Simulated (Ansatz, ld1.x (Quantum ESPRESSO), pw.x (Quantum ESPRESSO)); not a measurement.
# Os (Z = 76) (fcc): variants of one TM potential in the solid

| Property | Result |
| --- | --- |
| Element | osmium |
| Generator | ld1.x (Quantum ESPRESSO) 7.5 |
| Type | norm-conserving Troullier–Martins (Kleinman–Bylander form) |
| Functional | PBE |
| Relativity | scalar-relativistic |
| Frozen core | [Xe] 4f14 |
| Valence charge | 8 |
| Reference configuration | 5d6 6s2 6p0 |
| Partial waves | 6p (bound, empty): rc 3.40 bohr; 5d (bound): rc 2.05 bohr; 6s (bound): rc 2.00 bohr |
| Local potential | the s channel |
| Core correction | none |

Crystal test: fcc Os in pw.x 7.5, no spin, 15³ k-points, Fermi–Dirac smearing 0.01 Ry, cutoffs set for each file from its atomic test. The reference is all-electron LAPW (Ansatz 0.2.0) with the same functional, mesh and smearing; V0 and B0 come from Birch–Murnaghan fits to the pressures at five volumes. Errors are pseudo minus all-electron; Δ is the rms difference of the E(V) curves that follow from these fits, minima aligned, over ±6 % about the mean V0. Mesh and smearing are coarse, so the numbers serve the comparison and aren't converged zero-temperature values; the lattice is a test structure that the element need not adopt.

All-electron: a0 = 3.856 Å (V0 = 14.34 Å³/atom), B0 = 387.2 GPa.

Base: The largest radius (3.40 bohr) exceeds half the bond length (2.58 bohr), so the spheres overlap, which is one possible source of error among others. This is a poor potential for the solid.

1 further variants are left out: they gave no file fit for a test, a broken result, the same result as the base, or pressures whose basis-set error rivals the error shown.

A dash in a converged row means that the minimum lies outside the volumes sampled.

| change | cutoffs (Ry) | pw.x | a0 (Å) | a0 error (%) | B0 error (%) | Δ (meV/atom) | mean pressure error (GPa) |
| --- | --- | --- | --- | --- | --- | --- | --- |
| base | 70/280 | converged | 3.899 | +1.11 | -2.9 | 40.5 | +13.69 |
| all radii scaled by about 0.89 (s 1.78, p 3.02, d 1.82 bohr) | 120/480 | converged | 3.883 | +0.70 | -2.5 | 25.4 | +8.39 |
| all radii scaled by about 1.07 (s 2.14, p 3.64, d 2.20 bohr) | 50/200 | converged | 3.909 | +1.37 | -3.2 | 50.0 | +17.15 |
| all radii scaled by about 1.24 (s 2.48, p 4.20, d 2.54 bohr) | 45/180 | converged | – | – | – | – | +25.18 |

(1) Give the row for: all radii scaled by about 1.33 (s 2.66, p 4.52, d 2.72 bohr).

Answers

(1) pw.x: converged; mean pressure error (GPa): +30.52.
